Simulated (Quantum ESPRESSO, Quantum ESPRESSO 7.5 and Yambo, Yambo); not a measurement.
# ZnSe (Stilleite): G0W0 on several meshes in Yambo

How does the mesh move the gap of ZnSe (Stilleite)?

Method: PBE and many-body steps on it, plane waves, in Quantum ESPRESSO 7.5 and Yambo 5.3.0.

**1. The structure**

The structure is cubic, space group F-43m (No. 216). The conventional cell has a = 5.668 Å, b = 5.668 Å, c = 5.668 Å, α = 90.00°, β = 90.00°, γ = 90.00°. Zn has 4 Se at 2.45 Å nearest. Nearest to Se lie 4 Zn at 2.45 Å. Farther neighbours and most contacts between anions are not listed.

The cell and positions come from the Crystallography Open Database and are kept as given unless a step says otherwise.

**2. Empty states on the mesh, 4×4×4 mesh, 559 bands**

This step: Quantum ESPRESSO 7.5; DFT, PBE, plane waves, norm-conserving pseudopotentials.

The sums over transitions need many empty states on a uniform mesh; this step solves for them.

Contents of pw.in:

```
&control
  calculation = 'nscf'
  prefix = 'x'
  outdir = 'o'
  pseudo_dir = 'pseudo'
/
&system
  ibrav = 0
  nat = 2
  ntyp = 2
  ecutwfc = 104.0
  nbnd = 559
  force_symmorphic = .true.
/
&electrons
  conv_thr = 1e-9
  electron_maxstep = 80
  diago_full_acc = .true.
  diago_thr_init = 5e-6
/
ATOMIC_SPECIES
  Zn 65.38 Zn.upf
  Se 78.971 Se.upf
CELL_PARAMETERS angstrom
  -0.0000000000 2.8338000000 2.8338000000
  2.8338000000 -0.0000000000 2.8338000000
  2.8338000000 2.8338000000 0.0000000000
ATOMIC_POSITIONS crystal
  Zn 0.0000000000 0.0000000000 0.0000000000
  Se 0.2500000000 0.2500000000 0.2500000000
K_POINTS automatic
  4 4 4 0 0 0
```

Launch:

```sh
> OMP_NUM_THREADS=1 mpirun -n 8 pw.x -nk 4 -in pw.in > pw.out
```

The log of the run:

```text
Program PWSCF v.7.5 starts

     This program is part of the open-source Quantum ESPRESSO suite
     for quantum simulation of materials; please cite
         "P. Giannozzi et al., J. Phys.:Condens. Matter 21 395502 (2009);
         "P. Giannozzi et al., J. Phys.:Condens. Matter 29 465901 (2017);
         "P. Giannozzi et al., J. Chem. Phys. 152 154105 (2020);
     in publications or presentations arising from this work. More details at

     Atomic positions and unit cell read from directory:
     o/x.save/

     Message from routine setup:
[...]
66.8190  66.8190  66.8650  68.6406  68.6406  68.7404  68.8674  68.8674
     [... 58 further rows ...]
   294.0106 294.0106 294.4647 294.6414 294.6414 295.0329 295.2882 295.2882
   295.9680 295.9680 296.3142 297.4017 297.4017 297.8626 298.2245

          k = 0.3536 0.0000 0.0000 (  5457 PWs)   bands (ev):

     [... further k-points ...]

     highest occupied, lowest unoccupied level (ev):     8.7791   10.0703

     XML data file, pseudopotentials, collected wavefunctions

=------------------------------------------------------------------------------=
   JOB DONE.
=------------------------------------------------------------------------------=
```

Wall time 77 s (8 MPI ranks of Arm Neoverse V1, shared host); peak memory 1.8 GiB; 10 min of CPU time.

Numbers from this step:

- gap: 1.291 eV
- k of the valence top: 0, 0, 0
- k of the conduction bottom: 0, 0, 0
- least direct gap: 1.291 eV
- k points computed: 8
- lowest point of the top converged band, above the valence top: 289.4454 eV

On this mesh the gap is 1.291 eV.

The density comes from a self-consistent run that is not shown.

**3. Conversion and set-up**

This step: Yambo 5.3.0; conversion and set-up on PBE, plane waves, norm-conserving pseudopotentials.

The states are converted to the many-body program's format and the q mesh is built.

Launch:

```sh
> (cd o/x.save; p2y > p2y.log; mv SAVE ../..); yambo > setup.log
```

The log of the run:

```text
 Yambo, version 5.3.0

 [02] CORE Variables Setup
 =========================

  [02.01] Unit cells
  ==================

  Cell kind             :  FCC
  Atoms in the cell     :  Zn  Se
  number of Zn atoms    :  1
  number of Se atoms    :  1

  List of atomic masses
  Mass of Zn    :  65.38000
  Mass of Se    :  78.97100

  List of atomic coordinates    : [cc]
  Zn1       :  0.000000  0.000000  0.000000  order 1
  Se1       :  2.677553  2.677553  2.677553  order 2

  Alat factors          :  5.355106  5.355106  5.355106 [a.u.]
  Direct lattice volume :  307.1384 [a.u.]
[...]
==========================================

 IBZ Q-points                                      :   8
 BZ  Q-points                                      :   64

 K/Q-points units:
 rlu = crystal or reduced units; cc = cartesian coordinates; iku = interal k-units

 Q [1]          [rlu]:  0.000000  0.000000  0.000000
 Q [2]          [rlu]:  0.33641E-17  0.33641E-17  0.25000
 Q [3]          [rlu]: -0.67283E-17 -0.67283E-17 -0.50000
[...]
Q [7]          [rlu]:  0.12061E-16 -0.50000     -0.50000
 Q [8]          [rlu]:  0.250000 -0.500000 -0.250000

  [03.01] X indexes
  =================

   [03.01.01] Sigma indexes
   ========================

 [06] Game Over & Game summary
```

It took 3.4 s on 1 MPI rank; peak memory 0.26 GiB.

**4. 4×4×4**

Now the one-shot GW correction: screening in the RPA, then the self-energy of the levels asked for.

This step: G0W0 on PBE, plane waves, norm-conserving pseudopotentials.

Contents of gw2.in:

```
HF_and_locXC
gw0
dyson
ppa
em1d
rim_cut
RandQpts= 1000000
RandGvec= 1 RL
EXXRLvcs= 104 Ry
VXCRLvcs= 416 Ry
Chimod= "HARTREE"
% BndsRnXp
 1 | 241 |
%
NGsBlkXp= 17 Ry
% LongDrXp
 1 | 1 | 1 |
%
% GbndRnge
 1 | 241 |
%
DysSolver= "n"
ExtendOut
PPAPntXp= 27.21138 eV
% QPkrange
 1 | 1 | 21 | 24 |
%
```

Launch:

```sh
> OMP_NUM_THREADS=1 mpirun -n 8 yambo -F gw2.in -J gw2 -C gw2 > gw2.log
```

The log of the run:

```text
 Yambo, version 5.3.0

 [02] CORE Variables Setup
 =========================

  [... cell, symmetries and grids as in the set-up ...]

  [02.05] Energies & Occupations
  ==============================

  [X] === General ===
  [X] Electronic Temperature                        :  0.000000  0.000000 [eV K]
  [X] Bosonic    Temperature                        :  0.000000  0.000000 [eV K]
  [X] Finite Temperature mode                       : no
  [X] El. density                                   :  0.96675E+24 [cm-3]
  [X] Fermi Level                                   :  8.779089 [eV]

  [X] === Gaps and Widths ===
  [X] Conduction Band Min                           :  1.291205 [eV]
  [X] Valence Band Max                              :  0.000000 [eV]
  [X] Filled Bands                                  :  22
  [X] Empty Bands                                   :    23   559
  [X] Direct Gap                                    :  1.291205 [eV]
  [X] Direct Gap localized at k                     :  1
  [X] Indirect Gap                                  :  1.291205 [eV]
  [X] Indirect Gap between kpts                     :  1  1
  [X] Last valence band width                       :  2.657666 [eV]
  [X] 1st conduction band width                     :  4.197883 [eV]

 [03] Transferred momenta grid and indexing
 ==========================================

 IBZ Q-points                                      :   8
 BZ  Q-points                                      :   64

 K/Q-points units:
 rlu = crystal or reduced units; cc = cartesian coordinates; iku = interal k-units

 Q [1]          [rlu]:  0.000000  0.000000  0.000000
 Q [2]          [rlu]:  0.33641E-17  0.33641E-17  0.25000
 Q [3]          [rlu]: -0.67283E-17 -0.67283E-17 -0.50000
 Q [4]          [rlu]: -0.60307E-17  0.25000      0.25000
 Q [5]          [rlu]: -0.10514E-16  0.25000      0.50000
 Q [6]          [rlu]: -0.67283E-17  0.25000     -0.25000
 Q [7]          [rlu]:  0.12061E-16 -0.50000     -0.50000
 Q [8]          [rlu]:  0.250000 -0.500000 -0.250000

 [04] Coloumb potential Random Integration (RIM)
 ===============================================

  [04.01] RIM initialization
  ==========================

  * Diagonal components only detected *

  8 x (sBL volume)        :  0.100952 [a.u.]
  sBZ random points       :  1000000
  Points outside the sBZ  :   7968281
  RL volume               :  0.807617 [a.u.]
  Integrated volume       :  0.810832 [a.u.]

  [04.02] RIM integrals
  =====================

  Gamma point sphere radius             :  0.084461 [a.u.]
  Points outside the sphere             :   800476
  [Int_sBZ(q=0) 1/q^2]*(Vol_sBZ)^(-1/3) =:  7.776341
                                 should be <:  7.795600

  Summary of Coulomb integrals for non-metallic bands |Q|[au] RIM/Bare

  Q [1] 0.100000E-4 0.997530 * Q [2] 0.254029 1.068455
  Q [4] 0.293327 1.068048 * Q [6] 0.414827 1.030576
  Q [5] 0.486428 1.023062 * Q [3] 0.508057 1.020719
  Q [7] 0.586654 1.016898 * Q [8] 0.655899 1.013831

 [WARNING] [Xp] User bands 1-241 break level degeneracy

 [05] Dipoles
 ============

  [05.01] Setup: observables and procedures
  =========================================

 [06] Dynamic Dielectric Matrix (PPA)
 ====================================

 [SLK-Inversion]  Pools        :  2
 [SLK-Inversion]  BLACS grid   :  2  2

 [WR./gw2//ndb.pp]---------------------------------------------------------------
  Brillouin Zone Q/K grids (IBZ/BZ)                :    8   64    8   64
  RL vectors                                       :   6615 [WF]
  Coulomb cutoff potential                         : none
  Electronic Temperature                           :  0.000000 [K]
  Bosonic    Temperature                           :  0.000000 [K]
  PPA    diel. fun.  energies                      : Perdew, Burke & Ernzerhof(X)+Perdew, Burke & Ernzerhof(C)
  wavefunctions                                    : Perdew, Burke & Ernzerhof(X)+Perdew, Burke & Ernzerhof(C)
  Global Gauge                                     : length
  X matrix size                                    :   387
  X band range                                     :    1  241
  X e/h energy range                               : -1.000000 -1.000000 [eV]
  X Time ordering                                  : R
  X Hxc Kernel                                     : HARTREE
  X Drude frequency                                :  0.000000  0.000000
  X poles                                          :  100.0000 [o/o]
  RL vectors in the sum                            :   6615
  [r,Vnl] included                                 : yes
  Field direction                                  :  0.577350E-5  0.577350E-5  0.577350E-5
  BZ energy Double Grid                            : no
  BZ energy DbGd points                            : 0
  BZ Q point size factor                           : -1.000000
  X Optical Averaged directions                    : none

 [07] Local Exchange-Correlation + Non-Local Fock
 ================================================

 [VXC] Plane waves :   44039
 [EXS] Plane waves :   5601

 QP @ state[ 1 ] K range:  1  1
 QP @ state[ 1 ] b range:  21  24

 [xc] Functional : Perdew, Burke & Ernzerhof(X)+Perdew, Burke & Ernzerhof(C)
 [xc] LIBXC used to calculate xc functional
  PP Number of Atomic Species                      :  2
  NLCC RL compoments                               :   44039
  PP Number of Atomic Species                      :  2
  NLCC RL compoments                               :   44039

 [xc] E_xc :  -44.07142 [Ha]
      E_xc :  -88.14284 [Ry]

  Local XC kind (lXC) : Perdew, Burke & Ernzerhof(X)+Perdew, Burke & Ernzerhof(C)
  Non-Local XC kind (nlXC) : Hartree-Fock

  Corrections @ K [1] :  [eV]
 <21|nlXC|21> = -19.77204 -0.41030E-17 <21|lXC|21> = -17.09314  0.000000
 <22|nlXC|22> = -19.77192  0.11510E-16 <22|lXC|22> = -17.09314  0.23602E-16
 <23|nlXC|23> = -8.904226  0.17650E-17 <23|lXC|23> = -12.79076  0.94408E-16
 <24|nlXC|24> = -6.297340  0.64940E-18 <24|lXC|24> = -11.02908 -0.94408E-16

 [08] Dyson equation: Newton solver
 ==================================

  [08.01] G0W0 (W PPA)
  ====================

  [  GW  ] Bands range     :    1  241
  [GW/PPA] G damping       :  0.100000 [eV]

  QP @ state[ 1 ] K range:  1  1
  QP @ state[ 1 ] b range:  21  24

   Sc/G bands                                       :    1  241
   Sc/G damping                                     :  0.100000 ev
   Sc bands terminator                              : no
   Sx RL components                                 :   5601

   QP @ state[ 1 ] K range                          :  1  1
   QP @ state[ 1 ] b range                          :  21  24
   GF energies kind                                 : Perdew, Burke & Ernzerhof(X)+Perdew, Burke & Ernzerhof(C)
   GF WF`s kind                                     : Perdew, Burke & Ernzerhof(X)+Perdew, Burke & Ernzerhof(C)
   Xs energies kind                                 : Perdew, Burke & Ernzerhof(X)+Perdew, Burke & Ernzerhof(C)
   Xs WF`s kind                                     : Perdew, Burke & Ernzerhof(X)+Perdew, Burke & Ernzerhof(C)

 [11] Game Over & Game summary
```

Elapsed: 4.4 min, on 8 MPI ranks; peak memory 4.6 GiB; 35 min of CPU time.

Numbers from this step:

- G0W0 gap on the points computed: 2.039 eV
- starting gap on the mesh: 1.291 eV
- k of the valence top: 0, 0, 0
- k of the conduction bottom: 0, 0, 0
- least direct G0W0 gap on the computed points: 2.039 eV
- Z at the valence top: 0.7958
- Z at the conduction bottom: 0.8127

The gap on the mesh goes from 1.29 eV to 2.04 eV, a correction of +0.75 eV.

**5. Empty states on the mesh, 2×2×2 mesh, 241 bands**

This step: Quantum ESPRESSO 7.5; DFT, PBE, plane waves, norm-conserving pseudopotentials.

pw.in: that of step 2 with these lines changed.

```diff
@@ -11,3 +11,3 @@
   ecutwfc = 104.0
-  nbnd = 559
+  nbnd = 241
   force_symmorphic = .true.
@@ -31,2 +31,2 @@
 K_POINTS automatic
-  4 4 4 0 0 0
+  2 2 2 0 0 0
```

Launch:

```sh
> OMP_NUM_THREADS=1 mpirun -n 8 pw.x -nk 4 -in pw.in > pw.out
```

The log of the run:

```text
[banner, memory and clock lines left out]
Program PWSCF v.7.5 starts

     Atomic positions and unit cell read from directory:
     o/x.save/

     Message from routine setup:
     using ibrav=0 with symmetry is DISCOURAGED, use correct ibrav instead

     Message from routine divide_et_impera:
     suboptimal parallelization: some nodes have no k-points

     bravais-lattice index     =            0
     lattice parameter (alat)  =       7.5733  a.u.
     unit-cell volume          =     307.1384 (a.u.)^3
     number of atoms/cell      =            2
[...]
-198.4430-137.9212-137.9212-137.9212-116.4660 -70.6257 -70.6257 -70.6257
[...]
[... 19 further rows ...]
[...]
163.3304

          k =-0.7071 0.0000 0.0000 (  5514 PWs)   bands (ev):

  -198.4430-137.9212-137.9212-137.9212-116.4660 -70.6257 -70.6257 -70.6257
[...]
65.2888  65.8355  66.7278  66.7278  67.1923  68.1685  68.1685  68.2603
     [... 19 further rows ...]
   160.7236 161.4218 161.6921 161.7208 161.7208 163.2990 165.6001 168.6775
   169.3931

     highest occupied, lowest unoccupied level (ev):     8.7791   10.0703

     XML data file, pseudopotentials, collected wavefunctions
```

Run time: 9.5 s. Hardware: 8 MPI ranks; peak memory 0.71 GiB; 75 s of CPU time.

Numbers from this step:

- gap: 1.291 eV
- k of the valence top: 0, 0, 0
- k of the conduction bottom: 0, 0, 0
- least direct gap: 1.291 eV
- k points computed: 3
- lowest point of the top converged band, above the valence top: 154.5513 eV

On this mesh the gap is 1.291 eV.

(Continued in part 2 of 2.)

[Paths, hosts, dates, memory and timing lines, banners, echoed tables and standing remarks are left out of the program output.]

[Logs are printed without paths, hosts, clocks, repeated set-up lines and the standing remarks that a program may print on its own settings, such as how far it seeks lower states.]

[Runs of the session that timed out or met a known fault of the program may be left out.]

[Hosts, paths, dates, database ids (printed as entryN), source tags and the programs' standing remarks are cut or masked in the printed files.]
